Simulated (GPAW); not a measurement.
The system is ZrSe2.

```xyz
3
Lattice="3.7980 0.0000 0.0000 -1.8990 3.2892 0.0000 0.0000 0.0000 6.1920" Properties=species:S:1:pos:R:3 pbc="T T T"
Zr    0.0000    0.0000    0.0000
Se    1.8990    1.0964    4.6440
Se    0.0000    2.1928    1.5480
```

```yaml
Program: GPAW 26.7.0
Task: relaxation of cell and atoms
Functional: RPBE
Potentials_or_basis: the program's PAW data sets (release 1.2.1) made for this functional
Cutoff: 600 eV
Basis: pw
k_mesh: 8 × 8 × 5
Occupations: fermi-dirac, width 0.05 eV
Spin: no spin polarisation
```

At the start: pressure 3.8 GPa; volume 25.78 Å³/atom.

Question: Where does the relaxation end?

Answer: Over 14 steps the energy falls by 50.5 meV/atom and the volume is 33.69 Å³/atom (+30.7 %); space group P-3m1 (No. 164, to 0.05 Å).

The path:
```csv
step,energy change (eV),largest force (eV/Å),pressure (GPa),volume (Å³)
1,0.0000,0.3409,3.79,77.35
2,-0.0175,0.1900,2.85,78.03
3,-0.0408,0.2008,0.45,80.06
4,-0.0431,0.2280,0.24,80.38
5,-0.0610,0.3319,-0.85,83.05
6,-0.0826,0.3211,-1.39,86.40
7,-0.1113,0.1264,-1.23,91.82
8,-0.1203,0.0675,-0.65,94.61
9,-0.1236,0.1208,-0.36,94.78
10,-0.1333,0.2143,0.49,94.42
11,-0.1394,0.1891,0.73,94.51
12,-0.1461,0.0824,0.58,96.07
13,-0.1496,0.0143,0.26,98.48
14,-0.1514,0.0027,0.04,101.07
```

Final structure:
```
Zr Se
1.0
     3.83488    0.00000    0.00000
    -1.91744    3.32111    0.00000
     0.00000    0.00000    7.93611
Zr Se
1 2
Cartesian
  0.0000 0.0000 0.0000
  1.9174 1.1070 6.3529
  0.0000 2.2141 1.5832
```

Caveat: later steps reuse the first step's grids; the volume moved by over 15 % at a fixed basis, so the end points are rough; this functional lacks dispersion, which binds the layers, so the pressure and a relaxed spacing across them are unreliable, and here the layers came unbound; the volume moved by +31 % from the deposited cell, more than functionals usually miss.
